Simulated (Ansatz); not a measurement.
`C[SiH2]S[SiH2]Cl` + diethyl ether → `CCO[SiH2]C` + `CCS[SiH2]Cl`  (formal exchange of groups at the Si–S bond)

Program: Ansatz. Geometries: PBE0-D4/def2-TZVP. ΔE: electronic, gas phase. CBS: MP2 limit from def2 TZ/QZ plus the TZ coupled-cluster correction, frozen cores. DFT in def2-TZVPP. B3LYP here is the variant with VWN-RPA as its local correlation; programs differ in this. One conformer a species, not always the lowest.

Q: Is it downhill or uphill in electronic energy at CCSD(T)/CBS, and by how much? (Best estimate.)

A: Computed: Downhill: ΔE = -12.9 kcal/mol.

Q: What do these levels give: PBE-D4, r2SCAN-D4, PBE0-D4, PBE, r2SCAN, PBE0, B3LYP, SCS-MP2/def2-TZVPP, CCSD(T)/def2-TZVPP, MP2/def2-QZVPP, SCS-MP2/def2-QZVPP, MP2/CBS(def2)? (Estimate.)

A: Ansatz gave: PBE-D4 -10.5, r2SCAN-D4 -11.8, PBE0-D4 -10.7, PBE -10.3, r2SCAN -11.7, PBE0 -10.6, B3LYP -13.0, SCS-MP2/def2-TZVPP -13.6, CCSD(T)/def2-TZVPP -12.5, MP2/def2-QZVPP -13.6, SCS-MP2/def2-QZVPP -13.9, MP2/CBS(def2) -13.6 kcal/mol.

Largest T1 diagnostic among the species: 0.010.
